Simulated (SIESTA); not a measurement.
Crystal: Au.

```xyz
1
Lattice="2.7484 0.0000 0.0000 0.0000 2.7484 0.0000 0.0000 0.0000 2.7484" Properties=species:S:1:pos:R:3 pbc="T T T"
Au    1.3742    1.3742    1.3742
```

The cell was built by a generator and needn't be a form met in nature.

- Program: SIESTA 5.4.2
- Task: single point
- Functional: PBE
- Potentials or basis: PseudoDojo 0.4 standard (PBE files)
- Basis: DZP (energy shift 0.003 Ry; two zetas on semicore shells)
- Grid cutoff: 800 Ry
- Energy shift: 0.003 Ry
- k mesh: 10 × 10 × 10
- Occupations: fermi-dirac, width 0.05 eV
- Spin: no spin polarisation

On this cell: pressure 0.0 GPa; band gap on the k mesh none (metal or under the smearing width).

The same run follows on a disturbed copy (cell strained at random at fixed volume):

```
Au
1.0
     2.80732   -0.04335   -0.00085
    -0.04335    2.66350   -0.02410
    -0.00085   -0.02410    2.77744
Au
1
Cartesian
  1.3526 1.2546 1.3485
```

Task: What changes?

Result: The energy (extrapolated to zero smearing) moves by +23.3 meV/atom; pressure 0.8 GPa; band gap on the k mesh none (metal or under the smearing width).

Stress tensor (GPa, compression positive):
```
-4.58 -1.23  0.00
-1.23  9.65 -0.64
 0.00 -0.64 -2.56
```

Caveats: short orbitals over semicore shells can move pressures by several GPa; the basis of atomic orbitals isn't converged, which shifts pressures, moduli and gaps.
